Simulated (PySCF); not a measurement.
Species: ethylene glycol, C2H6O2.
SMILES with atom numbers: `[OH:1][CH2:2][CH2:3][OH:4]` (hydrogens: H5 on O1; H6, H7 on C2; H8, H9 on C3; H10 on O4)

The same species was optimised twice, with GFN2-xTB and with PBE0-D3(BJ)/def2-SVP (PySCF), and the same property calculations (PySCF, gas phase) were run on both structures.

```json
{"coordinate": "C2–C3 (Å)", "GFN2-xTB": "1.530", "PBE0-D3(BJ)/def2-SVP": "1.512", "change": "-0.018"}
{"coordinate": "C3–H9 (Å)", "GFN2-xTB": "1.099", "PBE0-D3(BJ)/def2-SVP": "1.110", "change": "+0.011"}
{"coordinate": "C3–H8 (Å)", "GFN2-xTB": "1.092", "PBE0-D3(BJ)/def2-SVP": "1.102", "change": "+0.010"}
{"coordinate": "C2–H7 (Å)", "GFN2-xTB": "1.098", "PBE0-D3(BJ)/def2-SVP": "1.108", "change": "+0.010"}
{"coordinate": "C2–H6 (Å)", "GFN2-xTB": "1.098", "PBE0-D3(BJ)/def2-SVP": "1.107", "change": "+0.009"}
{"coordinate": "O1–C2 (Å)", "GFN2-xTB": "1.415", "PBE0-D3(BJ)/def2-SVP": "1.410", "change": "-0.005"}
{"coordinate": "C3–O4 (Å)", "GFN2-xTB": "1.402", "PBE0-D3(BJ)/def2-SVP": "1.397", "change": "-0.005"}
{"coordinate": "O4–H10 (Å)", "GFN2-xTB": "0.966", "PBE0-D3(BJ)/def2-SVP": "0.967", "change": "+0.001"}
{"coordinate": "O1–H5 (Å)", "GFN2-xTB": "0.962", "PBE0-D3(BJ)/def2-SVP": "0.961", "change": "-0.001"}
{"coordinate": "C3–O4–H10 (°)", "GFN2-xTB": "107.0", "PBE0-D3(BJ)/def2-SVP": "105.1", "change": "-1.9"}
{"coordinate": "H8–C3–H9 (°)", "GFN2-xTB": "109.2", "PBE0-D3(BJ)/def2-SVP": "107.3", "change": "-1.9"}
{"coordinate": "O4–C3–H8 (°)", "GFN2-xTB": "106.7", "PBE0-D3(BJ)/def2-SVP": "108.4", "change": "+1.7"}
{"coordinate": "O4–C3–H9 (°)", "GFN2-xTB": "110.6", "PBE0-D3(BJ)/def2-SVP": "111.9", "change": "+1.3"}
{"coordinate": "O1–C2–C3 (°)", "GFN2-xTB": "107.4", "PBE0-D3(BJ)/def2-SVP": "106.2", "change": "-1.2"}
{"coordinate": "O1–C2–H7 (°)", "GFN2-xTB": "110.9", "PBE0-D3(BJ)/def2-SVP": "112.1", "change": "+1.2"}
{"coordinate": "H6–C2–H7 (°)", "GFN2-xTB": "109.1", "PBE0-D3(BJ)/def2-SVP": "108.1", "change": "-1.0"}
{"coordinate": "C2–C3–O4 (°)", "GFN2-xTB": "111.7", "PBE0-D3(BJ)/def2-SVP": "110.8", "change": "-0.9"}
{"coordinate": "O1–C2–C3–O4 (°)", "GFN2-xTB": "63", "PBE0-D3(BJ)/def2-SVP": "58", "change": "-5"}
```

Rotational constants: A = 15870, B = 5488, C = 4585 MHz (GFN2-xTB) against A = 15339, B = 5854, C = 4767 MHz (PBE0-D3(BJ)/def2-SVP).

On the GFN2-xTB structure: HOMO (eV) -7.62 [PBE0/pcSseg-1]; LUMO (eV) 1.18 [PBE0/pcSseg-1]; dipole (D) 2.62 [PBE0/pcSseg-1]; GIAO shielding of O1/O4 (mean) (ppm) 312.8 [PBE0/pcSseg-1]; GIAO shielding of C2/C3 (mean) (ppm) 118.2 [PBE0/pcSseg-1].

Problem. What do these properties become on the PBE0-D3(BJ)/def2-SVP structure?

Solution. 
| property | level | on GFN2-xTB | on PBE0-D3(BJ)/def2-SVP | change |
| --- | --- | --- | --- | --- |
| HOMO (eV) | PBE0/pcSseg-1 | -7.62 | -7.61 | +0.01 |
| LUMO (eV) | PBE0/pcSseg-1 | 1.18 | 1.14 | -0.04 |
| dipole (D) | PBE0/pcSseg-1 | 2.62 | 2.67 | +0.05 |
| energy, GFN2-xTB geometry as zero (kcal/mol) | PBE0/pcSseg-1 | 0.0 | -0.4 | -0.4 |
| GIAO shielding of O1/O4 (mean) (ppm) | PBE0/pcSseg-1 | 312.8 | 315.3 | +2.5 |
| GIAO shielding of C2/C3 (mean) (ppm) | PBE0/pcSseg-1 | 118.2 | 119.4 | +1.2 |

The heavy atoms differ by 0.042 Å rms after alignment. Among all bonds C2–C3 changes most (-0.018 Å). Changes are differences of the printed values. Neither structure is proved a minimum here.

Shape of the structure used: `[OH:1][CH2:2][CH2:3][OH:4]`: O1–C2–C3–O4 58°, H–O1–C2–C3 -165°, H–O4–C3–C2 -47°.
